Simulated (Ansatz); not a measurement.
The system is ZnO (zincite).

```xyz
4
Lattice="3.2493 0.0000 0.0000 -1.6247 2.8140 0.0000 0.0000 0.0000 5.2057" Properties=species:S:1:pos:R:3 pbc="T T T"
Zn    1.6247    0.9380    0.0000
Zn    0.0000    1.8760    2.6029
O     0.0000    1.8760    4.5759
O     1.6247    0.9380    1.9730
```

Base run:

* Program: Ansatz 0.2.0
* Functional: PBE
* Potentials or basis: all-electron LAPW, scalar-relativistic
* Cutoff: 397 eV
* Density cutoff: 1587 eV
* Basis error allowed: 0.002 eV/atom
* k mesh: 9 × 9 × 5
* Occupations: fermi-dirac, width 0.05 eV
* Spin: no spin polarisation

Its results: band gap on the k mesh 0.82 eV, direct; pressure 4.8 GPa; largest force 0.070 eV/Å.

After a change of settings the same cell gave: band gap on the k mesh 0.75 eV, direct; pressure -7.1 GPa; largest force 0.052 eV/Å. Which change was it?
A. functional from PBE to PBEsol
B. functional from PBE to LDA
C. basis error allowed from 0.002 eV/atom to 0.001 eV/atom

B.

LDA binds more tightly than PBE, so the same cell stands under less pressure.

Not every run made on this cell is shown here.
